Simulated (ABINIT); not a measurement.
Runs of ABINIT 10.8.3 (patched build) on Nb. The structure is cubic, space group Im-3m (No. 229). Conventional cell: a = 3.328 Å, b = 3.328 Å, c = 3.328 Å, α = 90.00°, β = 90.00°, γ = 90.00°. Nb (site symmetry m-3m) has 8 Nb at 2.88 Å as nearest neighbours. 

| task | level | potentials or basis | spin | k mesh | cutoff (eV) | fine-grid cutoff | dispersion computed by | gap on the mesh (eV) | V0 of scaled cells (Å³/atom) | B0 (GPa) |
| --- | --- | --- | --- | --- | --- | --- | --- | --- | --- | --- |
| band structure | PBE | JTH PAW PBE v2.0 | SOC, no magnetisation | 11 × 11 × 11 | 408 | 816.342 eV | - | none | - | - |
| equation of state | AM05 | JTH PAW PBE v2.0 | off | 11 × 11 × 11 | 408 | 816.342 eV | - | - | 17.56 | 183 |
| single point | PBE | JTH PAW PBE v2.0 | off | 14 × 14 × 14 | 408 | 816.342 eV | - | none | - | - |
| equation of state | WC | JTH PAW PBE v2.0 | off | 11 × 11 × 11 | 408 | 816.342 eV | - | - | 17.69 | 182 |
| band structure | TB-mBJ | JTH PAW LDA v2.0 | off | 11 × 11 × 11 | 490 | 979.61 eV | - | none | - | - |
| band structure | BLYP | JTH PAW PBE v2.0 | SOC, no magnetisation | 11 × 11 × 11 | 408 | 816.342 eV | - | none | - | - |
| equation of state | PW91+D3(BJ) | JTH PAW PBE v2.0 | off | 11 × 11 × 11 | 408 | 816.342 eV | simple-dftd3 1.7.0 | - | (b) | 179 |
| equation of state | PBEsol | JTH PAW PBE v2.0 | SOC, no magnetisation | 11 × 11 × 11 | 408 | 816.342 eV | - | - | (a) | 183 |
| band structure | LDA | JTH PAW LDA v2.0 | off | 11 × 11 × 11 | 408 | 816.342 eV | - | none | - | - |
| band structure | SOGGA | JTH PAW PBE v2.0 | off | 11 × 11 × 11 | 408 | 816.342 eV | - | none | - | - |

Alike in all rows: cell as given; smearing fermi-dirac 0.05 eV.

Task: Fill in the values left out.

Result: (a) 17.60; (b) 17.76.

Caveats: the PAW data sets were made with another functional, which shifts forces and pressure a little (some runs); pressures at fixed basis lie under the slope of the energies (some runs); the constant c of TB-mBJ comes from the pseudo density here, which moves gaps by up to 0.3 eV between sets of potentials (some runs).

A k mesh can miss the band edges, and rows without SOC leave out spin-orbit coupling on Nb.

A gap of «none» marks a metal or a gap under the smearing width.
